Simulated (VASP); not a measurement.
# Si (Cmmm) in VASP: further runs, part 2 of 2

VASP 6.6.1. Earlier steps stand in the parts before.

### Step 3. Relaxation of cell and atoms, PBE

This run uses another cell than the first one, of 15.89 Å³/atom, 1.048 times its volume.

File INCAR:

```
SYSTEM = Si
PREC = Accurate ; ENCUT = 600
EDIFF = 1E-6 ; ISMEAR = 0
SIGMA = 0.1 ; LREAL = .FALSE.
LASPH = .TRUE. ; NELM = 80
ALGO = Fast ; ISIF = 3
LWAVE = .FALSE. ; LCHARG = .FALSE.
GGA = PE ; IBRION = 2
NSW = 90 ; EDIFFG = -0.04
```

File KPOINTS:

```
Automatic mesh
0
G
  8 8 8
  0 0 0
```

File POSCAR:

```
Si
1.0
    1.4435608958     -2.3268170645      0.0000000000
    1.4435608958      2.3268170645      0.0000000000
    0.0000000000      0.0000000000      2.3646245613
Si
1
Direct
    0.0000000000      0.0000000000      0.0000000000
```

Potentials or basis: VASP PAW PBE potentials, release 64 (Si).

Run with:

```
> cat potpaw_PBE.64/Si/POTCAR > POTCAR
> mpirun -np 1 vasp_std > vasp.out
```

OUTCAR:

```text
SYSTEM = Si
   PREC = Accurate
   ENCUT = 600
   EDIFF = 1E-6
   ISMEAR = 0
   LREAL = .FALSE.
   LASPH = .TRUE.
   NELM = 80
   ISIF = 3
   GGA = PE
   IBRION = 2
   NSW = 90
   EDIFFG = -0.04

 ion  position               nearest neighbor table
   1  0.000  0.000  0.000-

  LATTYP: Found a base centered orthorhombic cell.
 ALAT       =     2.8871217916
 B/A-ratio  =     1.6118593066
 C/A-ratio  =     0.8190248739

  Lattice vectors:

 A1 = (   1.4435608958,  -2.3268170645,   0.0000000000)
 A2 = (   1.4435608958,   2.3268170645,   0.0000000000)
 A3 = (   0.0000000000,   0.0000000000,   2.3646245613)

Analysis of symmetry for initial positions (statically):
=====================================================================
 Subroutine PRICEL returns:
[... 362 lines left out ...]

 val. band max:        9.0579054969   @ k =   0.5000   0.1250   0.5000
 cond. band min:       9.2366297113   @ k =   0.3750   0.2500   0.3750
 fundamental gap:      0.1787242144
 Fermi energy:         9.1498531116

 k-point     1 :       0.0000    0.0000    0.0000
  band No.  band energies     occupation
      1      -4.5709      2.00000
      2      16.9397      0.00000
      3      17.7391      0.00000
      4      18.8555      0.00000
      5      18.8753      0.00000
      6      21.2064      0.00000
[... 199 lines left out ...]
 k-point    24 :       0.2500   -0.0000    0.1250
  band No.  band energies     occupation
      1      -2.5249      2.00000
      2      10.2288      0.00000
      3      14.5533      0.00000
      4      15.7447      0.00000
      5      18.6222      0.00000
      6      25.6628      0.00000

 [... further k-points ...]

------------------------ aborting loop because EDIFF is reached ----------------------------------------

  FORCE on cell =-STRESS in cart. coord.  units (eV):
  Direction    XX          YY          ZZ          XY          YZ          ZX
  --------------------------------------------------------------------------------------
  -------------------------------------------------------------------------------------
  Total        0.0194519      0.0005598     -0.0232965      0.0000000      0.0000000      0.0000000
  in kB        2.0550312      0.0591374     -2.4611994      0.0000000      0.0000000      0.0000000
  external PRESSURE =      -0.1156769 kB  Pullay stress =       0.0000000 kB
[... 16 lines left out ...]
  FREE ENERGIE OF THE ION-ELECTRON SYSTEM (eV)
  ---------------------------------------------------
  free  energy   TOTEN  =        -5.1236095153 eV

  energy  without entropy=       -5.1223123752  energy(sigma->0) =       -5.12296095

 reached required accuracy - stopping structural energy minimisation
```

Run time: 28 s. Hardware: 1 thread of Intel Xeon Platinum 8488C (Sapphire Rapids), shared host; peak memory 0.14 GiB.

Results:

```yaml
Free_energy: -5.1236 eV
Relaxed_volume: 15.17 Å³/atom
Relaxed_cell: a = 2.671 Å, b = 2.671 Å, c = 2.456 Å, α = 90.00°, β = 90.00°, γ = 120.05°
Space_group_after_relaxing_to_0.05_Å: P6/mmm (No. 191)
Energy_gained_by_relaxing: 66.5 meV/atom
Ionic_steps: 13
Pressure_after_relaxing: 0.0 GPa
Band_gap_on_the_k_mesh: none (metal or under the smearing width)
```

The path:
```csv
step,energy change (eV),largest force (eV/Å),pressure (GPa),volume (Å³)
1,0.0000,0.0000,-2.14,15.89
2,-0.0415,0.0000,-1.08,15.38
3,-0.0422,0.0000,0.86,14.89
4,-0.0454,0.0000,0.16,15.05
5,-0.0469,0.0000,-0.54,15.22
6,-0.0516,0.0000,1.86,14.83
7,-0.0580,0.0000,0.25,15.02
8,-0.0580,0.0000,0.17,15.03
9,-0.0655,0.0000,0.62,15.05
10,-0.0656,0.0000,0.66,15.05
11,-0.0665,0.0000,-0.15,15.19
12,-0.0665,0.0000,-0.28,15.21
13,-0.0665,0.0000,-0.01,15.17
```

Final structure:
```yaml
crystal:
  lattice:
    - [1.33437, -2.31339, 0.00000]
    - [1.33437, 2.31339, 0.00000]
    - [0.00000, 0.00000, 2.45640]
  atoms:
    - { symbol: Si, position: [0.00000, 0.00000, 0.00000] }
```

### Step 4. Single point, PBE

This run uses another cell than the first one: it holds 2 atoms, not 1.

File INCAR:

```
ALGO     = Normal         # electronic algorithm
EDIFF    = 1E-6           # SCF threshold, eV
ENCUT    = 520            # plane-wave cutoff, eV
GGA      = PE             # functional
ISIF     = 2              # what is computed and relaxed
ISMEAR   = 0              # smearing method
LASPH    = T              # aspherical terms in the spheres
LCHARG   = T              # write CHGCAR
LELF     = T              # ELF
LREAL    = F              # projectors in reciprocal space
LVHAR    = T            
LWAVE    = F              # write WAVECAR
NBANDS   = 11             # bands
NELM     = 100            # most SCF steps
PREC     = Accurate       # precision mode
SIGMA    = 0.1            # smearing width, eV
```

File KPOINTS:

```
k-points
0
Gamma
  6 6 6
```

File POSCAR:

```
Si
1.0
    0.0000000000      2.7609208653      4.3818016922
    1.9366597999      0.0000000000      4.3818016922
    1.9366597999      2.7609208653      0.0000000000
Si
2
Direct
    0.0871000000      0.0871000000      0.9129000000
    0.9129000000      0.9129000000      0.0871000000
```

Run with:

```
> cat potpaw_PBE.64/Si/POTCAR > POTCAR
> mpirun -np 1 vasp_std > vasp.out
```

It took 15 s on 1 thread of Intel Xeon Platinum 8488C (Sapphire Rapids), shared host; peak memory 0.18 GiB.

Results (log left out):

| Property | Result |
| --- | --- |
| Free energy | 0.9140 eV |
| Pressure | 58.5 GPa |
| Largest force | 37.372 eV/Å |
| Band gap on the k mesh | none (metal or under the smearing width) |

Forces in eV/Å, atoms in the order of the input:
```
Si    0.000   0.000  37.372
Si    0.000   0.000 -37.372
```

Stress tensor (GPa, compression positive):
```
 -3.78   0.00   0.00
  0.00  -6.10   0.00
  0.00   0.00 185.32
```

Levels at points of the mesh, in eV from the Fermi level:
```csv
k point,band 2,band 3,band 4,band 5,band 6,band 7
"(0.00, 0.00, 0.00)",-2.76,-2.63,0.80,1.37,5.73,6.58
"(0.50, 0.00, 0.00)",-4.48,-2.62,-0.89,0.61,3.17,5.36
"(0.50, 0.50, 0.00)",-6.29,0.48,1.28,2.28,6.03,6.35
"(0.50, 0.00, 0.50)",-4.25,-1.23,-0.58,-0.36,3.05,3.19
"(0.00, 0.50, 0.50)",-3.67,-3.18,-1.68,0.01,2.82,3.88
```

Caveat: a pressure of tens of GPa on the cell as given is suspect, and the run, the potentials or the cell itself is likely at fault; forces of over 1 eV/Å show positions far from the minimum, so gaps and moduli don't describe the material at rest.

### Step 5. Overview

| task | cell | k mesh | cutoff (eV) | gap on the mesh (eV) | pressure (GPa) |
| --- | --- | --- | --- | --- | --- |
| single point | Cmmm, 15.16 Å³/atom | 8 × 8 × 8 | 520 | none | 0.0 |
| relaxation of cell and atoms | relaxed | 8 × 8 × 8 | 600 | none | 0.0 |
| single point | Fmmm, 23.43 Å³/atom | 6 × 6 × 6 | 520 | none | 58.5 |

Alike in all rows: level PBE; potentials or basis VASP PAW PBE potentials, release 64 (Si); no spin polarisation; smearing gaussian 0.1 eV.

Caveats: a pressure of tens of GPa on the cell as given is suspect, and the run, the potentials or the cell itself is likely at fault (some runs); forces of over 1 eV/Å show positions far from the minimum, so gaps and moduli don't describe the material at rest (some runs).

Total energies depend on the potentials used, so only differences within one code and one set of settings carry meaning.
